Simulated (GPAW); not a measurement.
# CN in line between two Sb chains: transmission at several levels, part 2 of 2

How well does CN in line between two Sb chains conduct at low bias, and how far do basis and functional move the answer?

GPAW 26.7.0; GPAW LCAO, PAW setups; Landauer transmission from Green's functions with principal layers (ASE), zero bias.

So far, transmission at the Fermi level (one spin): step 2 (GPAW, dzp, PBE, GPAW) 1.91; step 3 (basis szp(dzp), PBE, GPAW) 1.92; step 4 (basis sz(dzp), PBE, GPAW) 1.92; step 5 (revPBE) 1.90.

## 8. SCF mesh 1×1×6

The SCF mesh sets the Fermi level of the repeated cell.

This step: GPAW LCAO, PAW setups; Landauer transmission from Green's functions with principal layers (ASE), zero bias (GPAW 26.7.0).

The input, run.py:

```python
import json
import numpy as np
from ase import Atoms
from ase.transport.calculators import TransportCalculator
from gpaw import GPAW, FermiDirac
from gpaw.lcao.tools import get_lcao_hamiltonian
from scipy.linalg import eigh

# The junction with lead layers at both ends, along the third cell vector
device = Atoms(
    ['Sb', 'Sb', 'Sb', 'Sb', 'C', 'N', 'Sb', 'Sb', 'Sb', 'Sb'],
    positions=[
        [4.50000, 4.50000, 1.37500],
        [4.50000, 4.50000, 4.12500],
        [4.50000, 4.50000, 6.87500],
        [4.50000, 4.50000, 9.62500],
        [4.50000, 4.50000, 11.59500],
        [4.50000, 4.50000, 12.77500],
        [4.50000, 4.50000, 14.72090],
        [4.50000, 4.50000, 17.47090],
        [4.50000, 4.50000, 20.22090],
        [4.50000, 4.50000, 22.97090]],
    cell=[[9.0, 0.0, 0.0], [0.0, 9.0, 0.0], [0.0, 0.0, 24.3459]],
    pbc=True)

# One principal layer of the lead: the first 2 atoms of the device
lead = Atoms(
    ['Sb', 'Sb'],
    positions=[
        [4.50000, 4.50000, 1.37500],
        [4.50000, 4.50000, 4.12500]],
    cell=[[9.0, 0.0, 0.0], [0.0, 9.0, 0.0], [0.0, 0.0, 5.5]],
    pbc=True)

settings = dict(mode='lcao', basis='dzp', xc='PBE', h=0.18,
                occupations=FermiDirac(0.1), maxiter=250,
                mixer=dict(beta=0.1, nmaxold=8, weight=100.0),
                convergence=dict(density=0.0001))
energies = np.arange(-2, 2 + 1e-9, 0.05)
eta = 0.0001
n1, n2 = 1, 1
# k and -k transmit alike, so half of the mesh across the current serves
mesh = [(i, j) for i in range(n1) for j in range(n2) if (i, j) <= (-i % n1, -j % n2)]
weights = np.array([1 if (i, j) == (-i % n1, -j % n2) else 2 for i, j in mesh]) / (n1 * n2)

# [... helper functions left out ...]
fermi_lead = ground_state(lead, (1, 1, 20), 'lead.txt')
fermi_device = ground_state(device, (1, 1, 6), 'device.txt')
# [... loop over the mesh left out, but for ...]
        # Shift the lead onto the potential of the device's first layer
        shift = ((H[:, 0, 0] - H0[:, 0, 0]) / S0[0, 0]).real.mean()
# [...]
kT = 8.617333e-5 * 200
bias = [0.1, 0.2, 0.5, 1.0, 1.5, 2.0]
# [... integrals and printing left out ...]
```

On the command line:

```sh
OMP_NUM_THREADS=1 OPENBLAS_NUM_THREADS=1 python run.py
```

Output:

```text
basis functions: device 210, principal layer 46
Fermi level: lead -3.1684 eV, device -3.1361 eV; lead shifted by -0.0956 eV
largest coupling past the next layer 7.85e-05 eV, largest misfit of the first layer 0.077 eV
  E-E_F (eV)   T (one spin)  [channel counts left out]
    -2.000    5.4237e-02
    -1.950    5.4406e-02
    -1.900    5.4572e-02
    -1.850    5.4737e-02
    -1.800    5.4902e-02
    -1.750    5.5067e-02
    -1.700    5.5232e-02
    -1.650    2.1610e-01
    -1.600    6.2048e-01
    -1.550    1.0658e+00
    -1.500    1.3505e+00
    -1.450    1.4818e+00
    -1.400    1.5288e+00
    -1.350    1.5374e+00
    -1.300    1.5317e+00
    -1.250    1.5241e+00
[...]
1.650    7.7319e-01
     1.700    6.9305e-01
     1.750    5.9327e-01
     1.800    4.6307e-01
     1.850    2.8347e-01
     1.900    5.9676e-02
     1.950    5.9630e-02
     2.000    6.0457e-02
conductance at 200 K: 1.9058 G0 a cell; thermopower 0.132 uV/K
current from the zero-bias T(E) at 0.1 V: 14.764 uA
current from the zero-bias T(E) at 0.2 V: 29.513 uA
current from the zero-bias T(E) at 0.5 V: 73.532 uA
current from the zero-bias T(E) at 1.0 V: 145.18 uA
current from the zero-bias T(E) at 1.5 V: 212.7 uA
current from the zero-bias T(E) at 2.0 V: 273.83 uA
```

Elapsed: 41 s, on 1 thread of Arm Neoverse V2, shared host; peak memory 1.2 GiB.

This step gave:

| Item | Value |
| --- | --- |
| conductance | 1.906 G₀ |
| largest coupling past the next principal layer | 7.85e-5 eV |
| largest misfit of the first principal layer | 0.07683 eV |
| shift that aligns the lead | -0.09561 eV |
| transmission at the Fermi level (one spin) | 1.906 |

One spin. The transmission, zone mean by energy, zero at the Fermi level:

```tsv
energy (eV)	transmission, zone mean
-2.000	0.0542
-1.800	0.0549
-1.600	0.620
-1.400	1.53
-1.200	1.52
-1.000	1.58
-0.800	1.70
-0.600	1.81
-0.400	1.87
-0.200	1.90
-0.050	1.91
0.000	1.91
0.200	1.88
0.400	1.82
0.600	1.71
0.800	1.56
1.000	1.39
1.200	1.22
1.400	1.05
1.600	0.840
1.800	0.463
2.000	0.0605
```

Not self-consistent under bias; the bias window is split evenly. Table of current through one cell, from the zero-bias transmission by bias:

```tsv
bias (V)	current through one cell, from the zero-bias transmission (μA)
0.100	14.8
0.200	29.5
0.500	73.5
1.000	145
1.500	213
2.000	274
```

The transmission of the three most open eigenchannels by energy, zero at the Fermi level:

```tsv
energy (eV)	channel 1	channel 2	channel 3
-2.00	0.0542	0	0
-1.90	0.0546	0	0
-1.80	0.0549	1.5e-11	1.5e-11
-1.70	0.0552	2.6e-8	2.6e-8
-1.55	0.505	0.505	0.0557
-1.45	0.713	0.713	0.0561
-1.35	0.740	0.740	0.0564
-1.25	0.734	0.734	0.0568
-1.15	0.734	0.734	0.0571
-1.05	0.749	0.749	0.0575
-0.90	0.791	0.791	0.0580
-0.80	0.823	0.823	0.0583
-0.70	0.852	0.852	0.0586
-0.60	0.875	0.875	0.0589
-0.50	0.894	0.894	0.0592
-0.40	0.907	0.907	0.0595
-0.25	0.919	0.919	0.0599
-0.15	0.923	0.923	0.0601
-0.05	0.924	0.924	0.0603
0.00	0.923	0.923	0.0604
0.05	0.921	0.921	0.0604
0.15	0.915	0.915	0.0605
0.25	0.904	0.904	0.0606
0.40	0.878	0.878	0.0607
0.50	0.854	0.854	0.0607
0.60	0.825	0.825	0.0606
0.70	0.790	0.790	0.0606
0.80	0.751	0.751	0.0605
0.90	0.710	0.710	0.0604
1.05	0.645	0.645	0.0602
1.15	0.601	0.601	0.0601
1.25	0.558	0.558	0.0600
1.35	0.515	0.515	0.0599
1.45	0.470	0.470	0.0598
1.55	0.419	0.419	0.0597
1.70	0.317	0.317	0.0597
1.80	0.202	0.202	0.0597
1.90	0.0597	3.5e-7	3.5e-7
2.00	0.0605	6.2e-10	6.2e-10
```

The conductance equals that of the dzp run to 0.2 %.

## 9. Temperature 1000

Temperature enters only through the Fermi window.

run.py: that of step 8 with these lines changed.

```diff
@@ -47,3 +47,3 @@
 fermi_lead = ground_state(lead, (1, 1, 20), 'lead.txt')
-fermi_device = ground_state(device, (1, 1, 6), 'device.txt')
+fermi_device = ground_state(device, (1, 1, 3), 'device.txt')
 # [... loop over the mesh left out, but for ...]
@@ -52,3 +52,3 @@
 # [...]
-kT = 8.617333e-5 * 200
+kT = 8.617333e-5 * 1000
 bias = [0.1, 0.2, 0.5, 1.0, 1.5, 2.0]
```

Output:

```text
basis functions: device 210, principal layer 46
Fermi level: lead -3.1684 eV, device -3.1285 eV; lead shifted by -0.1032 eV
largest coupling past the next layer 7.85e-05 eV, largest misfit of the first layer 0.076 eV
  E-E_F (eV)   T (one spin)  [channel counts left out]
    -2.000    5.4261e-02
    -1.950    5.4429e-02
    -1.900    5.4595e-02
    -1.850    5.4761e-02
    -1.800    5.4926e-02
    -1.750    5.5091e-02
    -1.700    5.5256e-02
    -1.650    2.6569e-01
    -1.600    6.9406e-01
    -1.550    1.1216e+00
    -1.500    1.3782e+00
    -1.450    1.4924e+00
    -1.400    1.5314e+00
    -1.350    1.5367e+00
    -1.300    1.5303e+00
    -1.250    1.5231e+00
[...]
1.650    7.6162e-01
     1.700    6.7889e-01
     1.750    5.7523e-01
     1.800    4.3900e-01
     1.850    2.4955e-01
     1.900    5.9665e-02
     1.950    5.9593e-02
     2.000    6.0184e-02
conductance at 1000 K: 1.8967 G0 a cell; thermopower 0.8614 uV/K
current from the zero-bias T(E) at 0.1 V: 14.693 uA
current from the zero-bias T(E) at 0.2 V: 29.371 uA
current from the zero-bias T(E) at 0.5 V: 73.162 uA
current from the zero-bias T(E) at 1.0 V: 144.36 uA
current from the zero-bias T(E) at 1.5 V: 211.43 uA
current from the zero-bias T(E) at 2.0 V: 272.46 uA
```

It took 37 s on 1 thread; peak memory 1.2 GiB.

This step gave:

* conductance: 1.897 G₀
* largest misfit of the first principal layer: 0.07643 eV
* shift that aligns the lead: -0.1032 eV

One spin. Transmission, zone mean against energy, zero at the Fermi level:

```tsv
energy (eV)	transmission, zone mean
-2.00	0.0543
-1.90	0.0546
-1.80	0.0549
-1.70	0.0553
-1.55	1.12
-1.45	1.49
-1.35	1.54
-1.25	1.52
-1.15	1.53
-1.05	1.56
-0.90	1.64
-0.80	1.71
-0.70	1.77
-0.60	1.81
-0.50	1.85
-0.40	1.87
-0.25	1.90
-0.15	1.91
-0.10	1.91
-0.05	1.91
0.00	1.91
0.05	1.90
0.15	1.89
0.25	1.87
0.40	1.81
0.50	1.77
0.60	1.70
0.70	1.63
0.80	1.56
0.90	1.47
1.05	1.34
1.15	1.26
1.25	1.17
1.35	1.08
1.45	0.992
1.55	0.890
1.70	0.679
1.80	0.439
1.90	0.0597
2.00	0.0602
```

Not self-consistent under bias; the bias window is split evenly. Table of current through one cell, from the zero-bias transmission by bias:

```tsv
bias (V)	current through one cell, from the zero-bias transmission (μA)
0.100	14.7
0.200	29.4
0.500	73.2
1.000	144
1.500	211
2.000	272
```

Transmission of the three most open eigenchannels against energy, zero at the Fermi level:

```tsv
energy (eV)	channel 1	channel 2	channel 3
-2.000	0.0543	0	0
-1.800	0.0549	2.1e-11	2.1e-11
-1.600	0.319	0.319	0.0556
-1.400	0.738	0.738	0.0563
-1.200	0.732	0.732	0.0570
-1.000	0.763	0.763	0.0577
-0.800	0.825	0.825	0.0583
-0.600	0.877	0.877	0.0590
-0.400	0.907	0.907	0.0595
-0.200	0.922	0.922	0.0600
0.000	0.923	0.923	0.0604
0.200	0.909	0.909	0.0606
0.400	0.877	0.877	0.0607
0.600	0.822	0.822	0.0606
0.800	0.748	0.748	0.0605
1.000	0.663	0.663	0.0603
1.200	0.576	0.576	0.0600
1.400	0.489	0.489	0.0598
1.600	0.385	0.385	0.0597
1.800	0.190	0.190	0.0597
2.000	0.0602	5.0e-10	5.0e-10
```

With these changes, and at 1000 K in place of 200 K, the conductance is 1.90 G₀ against 1.91 in the dzp run; T at the Fermi level, which temperature doesn't enter, is 1.91 against 1.91.

## 10. What came out

```
conductance                                        : 1.91 G₀
transmission at the Fermi level, mean of the spins : 1.91
thermopower                                        : about 0 (under 1.5 μV/K)
```

**Reading.** In the dzp basis the junction conducts 1.91 G₀ at 200 K, with T = 1.91 a spin at the Fermi level; the sz basis reaches that conductance within 10 %. At the Fermi level the three most open eigenchannels pass 0.92, 0.92 and 0.060. Measured against the first run (dzp), the nearest curve is that of dzp-revPBE (r.m.s. 0.011) and the farthest that of sz (0.14). Over the compared runs wall time goes from 24 s (sz) to 40 s (dzp-revPBE), on a shared host. The geometry was built from estimated bond lengths and not relaxed, so the numbers describe this model structure. The run had no spin polarisation, so a magnetic state, which chains and small molecules with open shells often have, wasn't tested. Spin-orbit coupling is left out, which matters for the heavy atoms here. The lead had to be shifted by -0.10 eV to meet the junction cell, whose ends are therefore not quite neutral; features of T(E) can be displaced by about as much. An evenly spaced straight chain is an idealisation: free chains tend to dimerise, zigzag or, where a band edge lies near the Fermi level, turn magnetic. The currents use the zero-bias T(E) throughout, which holds only while the bias is small against the distance to the nearest feature. The energy step is wider than the thermal energy, so the conductance and thermopower rest on interpolation of T(E).

[Logs are printed without paths, hosts, clocks, repeated set-up lines and the standing remarks that a program may print on its own settings, such as how far it seeks lower states.]

[Hosts, paths, dates, database ids (printed as entryN), source tags and the programs' standing remarks are cut or masked in the printed files.]
